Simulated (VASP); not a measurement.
Here is a VASP 6.6.1 calculation.

INCAR

```
SYSTEM = CdSe
PREC = Accurate
ENCUT = 520
EDIFF = 1E-6
ISMEAR = 0
SIGMA = 0.1
LREAL = .FALSE.
LASPH = .TRUE.
NELM = 80
ALGO = Normal
ISIF = 2
LWAVE = .FALSE.
LCHARG = .FALSE.
GGA = PS
```

The input KPOINTS:

```
regular mesh
0
G
  20 20 20
  0 0 0
```

Contents of POSCAR:

```
CdSe
1.0
    0.0000000000      2.8187600000      2.8187600000
    2.8187600000      0.0000000000      2.8187600000
    2.8187600000      2.8187600000      0.0000000000
Cd Se
1 1
Direct
    0.0000000000      0.0000000000      0.0000000000
    0.5000000000      0.5000000000      0.5000000000
```

Potentials or basis: VASP PAW PBE potentials, release 64 (Cd, Se).

The run is started by

```sh
$ cat potpaw_PBE.64/Cd/POTCAR potpaw_PBE.64/Se/POTCAR > POTCAR
$ mpirun -np 1 vasp_std > vasp.out
```

Q: Estimate the band gap on the k mesh.

A: None (metal or under the smearing width).

Q: Predict the pressure.

A: 0.1 GPa.

Caveat: the PAW data sets were made with another functional, which shifts forces and pressure a little.
